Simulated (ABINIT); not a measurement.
# Hf (Fm-3m) in ABINIT: band structure with PBEsol

Aim: the band structure of Hf with PBEsol.

Everything below comes from runs of ABINIT 10.8.3 (patched build). Logs are shortened: lines on timing, memory, paths and dates and some standing lists are left out, and cuts for length are marked. The log counts tension as positive stress, the text compression.

## Step 1: The crystal as given

Symmetry: Fm-3m, No. 225, cubic system. The conventional cell has a = 4.440 Å, b = 4.440 Å, c = 4.440 Å, α = 90.00°, β = 90.00°, γ = 90.00°. Hf (site symmetry m-3m) has 12 Hf at 3.14 Å as nearest neighbours.

This isn't the form of Hf at room conditions, which is hcp.

## Step 2: Band structure, PBEsol

run.abi reads:

```
# Datasets: ground state, then fixed potential
ndtset 2

# Pseudopotentials
pp_dirpath "./"
pseudos "Hf.upf"

# Structure
acell 3.1395541085 3.1395541085 3.1395541085 Angstrom
rprim
     0.0000000000     0.7071067812     0.7071067812
     0.7071067812     0.0000000000     0.7071067812
     0.7071067812     0.7071067812     0.0000000000
ntypat 1
znucl 72
natom 1
typat 1
xred
     0.0000000000     0.0000000000     0.0000000000

# Plane-wave basis
ecut 29.0

# Exchange and correlation
ixc -116133

# Bands and occupations
occopt 3
tsmear 0.05 eV

# SCF cycle
nstep 100

# Output
iomode 3
prtwf 0
prteig 0
prtebands 0
enunit 1
prtden1 1

# Dataset 1
kptopt1 1
ngkpt1 10 10 10
nshiftk1 1
shiftk1 0.0 0.0 0.0
nband1 10
tolvrs1 1.0e-10

# Dataset 2: bands along G-X-W-K-G-L-U-W-L-K
iscf2 -2
getden2 1
nband2 16
nbdbuf2 4
tolwfr2 1.0e-11
kptopt2 -9
ndivsm2 5
prteig2 1
prtvol2 -3
kptbounds2
     0.0000000000     0.0000000000     0.0000000000
     0.5000000000     0.0000000000     0.5000000000
     0.5000000000     0.2500000000     0.7500000000
     0.3750000000     0.3750000000     0.7500000000
     0.0000000000     0.0000000000     0.0000000000
     0.5000000000     0.5000000000     0.5000000000
     0.6250000000     0.2500000000     0.6250000000
     0.5000000000     0.2500000000     0.7500000000
     0.5000000000     0.5000000000     0.5000000000
     0.3750000000     0.3750000000     0.7500000000
```

Potentials or basis: PseudoDojo NC SR PBEsol v0.4.1 standard.

Launch:

```console
abinit run.abi > log 2>&1
```

run.abo:

```text
.Version 10.8.3 of ABINIT
 DATASET    1 : space group Fm -3 m (#225); Bravais cF (face-center cubic)
================================================================================
 Values of the parameters that define the memory need for DATASET  1.
     intxc =       0    ionmov =       0      iscf =       7    lmnmax =       8
     lnmax =       8     mgfft =      30  mpssoang =       4    mqgrid =    3001
     natom =       1  nloc_mem =       1    nspden =       1   nspinor =       1
    nsppol =       1      nsym =      48    n1xccc =    2501    ntypat =       1
    occopt =       3   xclevel =       2
       mpw =        1114          nfft =       27000          nkpt =          47
================================================================================
================================================================================

 DATASET    2 : space group Fm -3 m (#225); Bravais cF (face-center cubic)
================================================================================
 Values of the parameters that define the memory need for DATASET  2.
     intxc =       0    ionmov =       0      iscf =      -2    lmnmax =       8
     lnmax =       8     mgfft =      30  mpssoang =       4    mqgrid =    3001
     natom =       1  nloc_mem =       1    nspden =       1   nspinor =       1
    nsppol =       1      nsym =      48    n1xccc =    2501    ntypat =       1
    occopt =       3   xclevel =       2
       mpw =        1124          nfft =       27000          nkpt =          87
================================================================================
================================================================================

--------------------------------------------------------------------------------
------------- Echo of variables that govern the present computation ------------
--------------------------------------------------------------------------------
 -outvars: echo values of preprocessed input variables --------
            acell      5.9328974225E+00  5.9328974225E+00  5.9328974225E+00 Bohr
              amu      1.78490000E+02
             ecut      2.90000000E+01 Hartree
           enunit           1
           getden1          0
           getden2          1
             iscf1          7
             iscf2         -2
              ixc     -116133
           jdtset        1    2
           kptopt1          1
           kptopt2         -9
         kptrlatt       10    0    0      0   10    0      0    0   10
          kptrlen1     5.93289742E+01
          kptrlen2     3.00000000E+01
            natom           1
            nband1         10
            nband2         16
           nbdbuf1          0
           nbdbuf2          4
           ndtset           2
           ndivsm1          0
           ndivsm2          5
            ngfft          30      30      30
             nkpt1         47
             nkpt2         87
            nstep         100
             nsym          48
           ntypat           1
           occopt           3
        prtebands           0
           prteig1          0
           prteig2          1
           prtvol1          0
           prtvol2         -3
            prtwf           0
            rprim      0.0000000000E+00  7.0710678120E-01  7.0710678120E-01
                       7.0710678120E-01  0.0000000000E+00  7.0710678120E-01
                       7.0710678120E-01  7.0710678120E-01  0.0000000000E+00
           shiftk1     0.00000000E+00  0.00000000E+00  0.00000000E+00
           shiftk2     5.00000000E-01  5.00000000E-01  5.00000000E-01
          spgroup         225
           tolvrs1     1.00000000E-10
           tolvrs2     0.00000000E+00
           tolwfr1     0.00000000E+00
           tolwfr2     1.00000000E-11
           tsmear      1.83746611E-03 Hartree
            typat      1
            znucl       72.00000

================================================================================

 chkinp: Checking input parameters for consistency, jdtset=   1.

 chkinp: Checking input parameters for consistency, jdtset=   2.

[... 137 lines left out ...]
- sigma(3 3)=  1.29807147E+00  sigma(2 1)=  0.00000000E+00

================================================================================
== DATASET  2 ==================================================================

--- !DatasetInfo
iteration_state: {dtset: 2, }
dimensions: {natom: 1, nkpt: 87, mband: 16, nsppol: 1, nspinor: 1, nspden: 1, mpw: 1124, }
cutoff_energies: {ecut:  29.0, pawecutdg:  -1.0, }
electrons: {nelect:   1.20000000E+01, charge:   0.00000000E+00, occopt:   3.00000000E+00, tsmear:   1.83746611E-03, }
meta: {optdriver: 0, ionmov: 0, optcell: 0, iscf: -2, paral_kgb: 0, }
...

 mkfilename : getden/=0, take file _DEN from output of DATASET   1.

 Real(R)+Recip(G) space primitive vectors, cartesian coordinates (Bohr,Bohr^-1):
 R(1)=  0.0000000  4.1951920  4.1951920  G(1)= -0.1191841  0.1191841  0.1191841
 R(2)=  4.1951920  0.0000000  4.1951920  G(2)=  0.1191841 -0.1191841  0.1191841
 R(3)=  4.1951920  4.1951920  0.0000000  G(3)=  0.1191841  0.1191841 -0.1191841
 Unit cell volume ucvol=  1.4766770E+02 bohr^3
 Angles (23,13,12)=  6.00000000E+01  6.00000000E+01  6.00000000E+01 degrees

 getcut: wavevector=  0.0000  0.0000  0.0000  ngfft=  30  30  30
         ecut(hartree)=     29.000   => boxcut(ratio)=   2.08820
--------------------------------------------------------------------------------

================================================================================
 Non-SCF case, kpt    1 (  0.00000  0.00000  0.00000), residuals and eigenvalues=
  1.65E-12  1.19E-12  3.62E-12  1.01E-12  9.45E-12  3.09E-12  6.99E-12  1.66E-12
  3.49E-12  3.51E-12  1.53E-12  4.30E-12  6.27E-13  8.11E-12  3.62E-12  1.24E-03
 -1.8753E+00 -7.0764E-01 -7.0764E-01 -7.0764E-01  1.2164E-01  4.4119E-01
  4.4119E-01  4.4119E-01  5.4665E-01  5.4665E-01  8.0874E-01  9.6636E-01
  9.6636E-01  9.6636E-01  1.0802E+00  1.4659E+00
 Non-SCF case, kpt    2 (  0.03571  0.00000  0.03571), residuals and eigenvalues=
  3.50E-12  1.30E-12  6.71E-12  8.12E-13  1.09E-12  4.53E-12  6.03E-12  2.31E-12
  4.37E-12  3.46E-12  2.93E-12  7.71E-12  5.96E-12  1.38E-12  1.60E-11  1.13E-03
 -1.8752E+00 -7.0807E-01 -7.0779E-01 -7.0779E-01  1.2391E-01  4.3845E-01
  4.4252E-01  4.4252E-01  5.4323E-01  5.4748E-01  8.1382E-01  9.5882E-01
  9.6800E-01  9.6800E-01  1.0966E+00  1.4193E+00
 Non-SCF case, kpt    3 (  0.07143  0.00000  0.07143), residuals and eigenvalues=
  3.98E-12  1.75E-12  7.30E-12  9.30E-13  9.54E-13  2.79E-12  6.64E-12  4.01E-12
[... 494 lines left out ...]
  4.0601E-01  5.0959E-01  6.0736E-01  6.3988E-01  7.5392E-01  8.7805E-01
  9.4779E-01  1.0066E+00  1.2116E+00  1.2424E+00
 Non-SCF case, kpt   86 (  0.38889  0.38889  0.72222), residuals and eigenvalues=
  9.03E-12  4.01E-12  4.69E-12  9.69E-12  5.41E-12  1.26E-12  9.71E-12  5.54E-12
  7.06E-12  1.89E-12  4.71E-12  7.90E-12  3.30E-12  4.27E-11  5.01E-06  5.27E-04
 -1.8720E+00 -7.3224E-01 -7.2688E-01 -7.1628E-01  3.1191E-01  3.3898E-01
  4.1320E-01  5.2614E-01  6.0815E-01  6.3550E-01  7.6512E-01  8.5631E-01
  9.2740E-01  1.0385E+00  1.2134E+00  1.2378E+00
 Non-SCF case, kpt   87 (  0.37500  0.37500  0.75000), residuals and eigenvalues=
  2.15E-12  1.41E-12  3.24E-12  1.32E-12  3.35E-12  8.30E-13  2.74E-12  8.10E-12
  2.61E-12  4.55E-12  2.23E-12  4.93E-12  6.03E-11  3.86E-08  1.34E-04  6.53E-05
 -1.8720E+00 -7.3284E-01 -7.2644E-01 -7.1684E-01  3.0515E-01  3.3588E-01
  4.2248E-01  5.3908E-01  6.1338E-01  6.3848E-01  7.5855E-01  8.4950E-01
  9.0475E-01  1.0600E+00  1.2290E+00  1.2363E+00

--- !ResultsGS
iteration_state: {dtset: 2, }
comment   : Summary of ground state results
lattice_vectors:
- [  0.0000000,   4.1951920,   4.1951920, ]
- [  4.1951920,   0.0000000,   4.1951920, ]
- [  4.1951920,   4.1951920,   0.0000000, ]
lattice_lengths: [   5.93290,    5.93290,    5.93290, ]
lattice_angles: [ 60.000,  60.000,  60.000, ] # degrees, (23, 13, 12)
lattice_volume:   1.4766770E+02
convergence: {deltae:  0.000E+00, res2:  0.000E+00, residm:  9.963E-12, diffor:  0.000E+00, }
etotal    :  -5.63791279E+01
entropy   :   0.00000000E+00
fermie    :   3.90101648E-01
cartesian_stress_tensor: null
pressure_GPa: null
xred      :
- [  0.0000E+00,   0.0000E+00,   0.0000E+00, Hf]
cartesian_forces: null
force_length_stats: {min: null, max: null, mean: null, }
...

 Integrated electronic density in atomic spheres:
 ------------------------------------------------
 Atom  Sphere_radius  Integrated_density
    1        2.00000          8.41597978
================================================================================

 ----iterations are completed or convergence reached----

 Mean square residual over all n,k,spin=   35.982E-13; max=  99.630E-13
 reduced coordinates (array xred) for    1 atoms
       0.000000000000      0.000000000000      0.000000000000

 cartesian coordinates (angstrom) at end:
    1      0.00000000000000     0.00000000000000     0.00000000000000
 length scales=  5.932897422534  5.932897422534  5.932897422534 bohr
              =  3.139554108500  3.139554108500  3.139554108500 angstroms
 Eigenvalues (   eV  ) for nkpt=  87  k points:
 kpt#   1, nband= 16, wtk=  1.00000, kpt=  0.0000  0.0000  0.0000 (reduced coord)
 -51.02871  -19.25578  -19.25578  -19.25578    3.31005   12.00530   12.00530   12.00530
  14.87503   14.87503   22.00697   26.29607   26.29607   26.29607   29.39361   39.89001
 kpt#   2, nband= 16, wtk=  1.00000, kpt=  0.0357  0.0000  0.0357 (reduced coord)
 -51.02756  -19.26745  -19.25985  -19.25985    3.37165   11.93085   12.04152   12.04152
  14.78209   14.89765   22.14511   26.09089   26.34062   26.34062   29.83899   38.62081
 kpt#   3, nband= 16, wtk=  1.00000, kpt=  0.0714  0.0000  0.0714 (reduced coord)
 -51.02417  -19.30162  -19.27183  -19.27183    3.55436   11.72069   12.15011   12.15011
  14.51429   14.96494   22.54584   25.71711   26.46825   26.46825   30.92105   37.16711
 kpt#   4, nband= 16, wtk=  1.00000, kpt=  0.1071  0.0000  0.1071 (reduced coord)
 -51.01871  -19.35598  -19.29109  -19.29109    3.85174   11.40757   12.33076   12.33076
  14.10311   15.07508   23.17468   25.43078   26.65797   26.65797   32.34471   35.75728
 kpt#   5, nband= 16, wtk=  1.00000, kpt=  0.1429  0.0000  0.1429 (reduced coord)
 -51.01144  -19.42695  -19.31659  -19.31659    4.25255   11.03026   12.58294   12.58294
  13.59564   15.22498   23.98976   25.31080   26.86383   26.86383   33.94196   34.48659
 kpt#   6, nband= 16, wtk=  1.00000, kpt=  0.1786  0.0000  0.1786 (reduced coord)
 -51.00273  -19.51009  -19.34698  -19.34698    4.73963   10.62361   12.90586   12.90586
[... 230 lines left out ...]
 -50.94876  -20.02636  -19.60143  -19.43232    8.13564    9.79098   11.14545   12.93264
  16.68251   17.80950   19.71241   24.36819   26.14021   26.50589   33.55277   34.38879
 kpt#  84, nband= 16, wtk=  1.00000, kpt=  0.4167  0.4167  0.6667 (reduced coord)
 -50.94540  -19.98504  -19.67561  -19.45271    8.46241    9.49081   11.01968   13.38787
  16.58427   17.62921   20.07154   24.42943   26.22277   26.52344   33.16892   34.04485
 kpt#  85, nband= 16, wtk=  1.00000, kpt=  0.4028  0.4028  0.6944 (reduced coord)
 -50.94236  -19.94586  -19.74163  -19.47278    8.58991    9.30799   11.04799   13.86664
  16.52709   17.41203   20.51509   23.89300   25.79073   27.39224   32.96996   33.80716
 kpt#  86, nband= 16, wtk=  1.00000, kpt=  0.3889  0.3889  0.7222 (reduced coord)
 -50.93999  -19.92520  -19.77941  -19.49107    8.48748    9.22405   11.24374   14.31710
  16.54851   17.29294   20.81999   23.30149   25.23595   28.25848   33.01825   33.68133
 kpt#  87, nband= 16, wtk=  1.00000, kpt=  0.3750  0.3750  0.7500 (reduced coord)
 -50.93860  -19.94162  -19.76735  -19.50626    8.30342    9.13987   11.49616   14.66909
  16.69088   17.37403   20.64119   23.11613   24.61940   28.84479   33.44234   33.64181

== END DATASET(S) ==============================================================
================================================================================

 -outvars: echo values of variables after computation  --------
            acell      5.9328974225E+00  5.9328974225E+00  5.9328974225E+00 Bohr
           etotal1    -5.6379127855E+01
            fcart1    -0.0000000000E+00 -0.0000000000E+00 -0.0000000000E+00
            rprim      0.0000000000E+00  7.0710678120E-01  7.0710678120E-01
                       7.0710678120E-01  0.0000000000E+00  7.0710678120E-01
                       7.0710678120E-01  7.0710678120E-01  0.0000000000E+00
           strten1     4.4120552446E-05  4.4120552446E-05  4.4120552446E-05
                       0.0000000000E+00  0.0000000000E+00  0.0000000000E+00
 Calculation completed.
```

Wall time 25 s (1 thread of Arm Neoverse V2, shared host); peak memory 0.1 GiB.

Results:

```yaml
Free_energy: -1534.1542 eV
Pressure: -1.3 GPa
Band_gap_on_the_k_mesh: none (metal or under the smearing width)
Valence_electrons_inside_the_program's_atomic_spheres: Hf 8.42 (radii [1.0584] Å)
```

Levels at the corners of the path, in eV from the Fermi level:
```csv
point,band 4,band 5,band 6,band 7,band 8,band 9
Γ,-29.87,-7.31,1.39,1.39,1.39,4.26
X,-30.19,-3.37,-2.22,2.64,6.47,7.11
W,-30.20,-1.86,-0.40,-0.40,2.51,7.13
K,-30.12,-2.31,-1.48,0.88,4.05,6.08
Γ,-29.87,-7.31,1.39,1.39,1.39,4.26
L,-29.99,-3.72,0.66,1.16,1.16,6.46
U,-30.12,-2.31,-1.48,0.88,4.05,6.08
W,-30.20,-1.86,-0.40,-0.40,2.51,7.13
L,-29.99,-3.72,0.66,1.16,1.16,6.46
K,-30.12,-2.31,-1.48,0.88,4.05,6.08
```

Caveat: spin-orbit coupling is left out, which moves the levels of the heavy elements.

## Step 3: For comparison

An earlier run on the cell as given: functional PBEsol; potentials or basis PseudoDojo NC SR PBEsol v0.4.1 standard; cutoff 789 eV; k mesh 10 × 10 × 10; occupations fermi-dirac, width 0.05 eV; no spin polarisation.

- Pressure: -1.3 GPa
- Band gap on the k mesh: none (metal or under the smearing width)
- Valence electrons inside the program's atomic spheres: Hf 8.42 (radii [1.0584] Å)
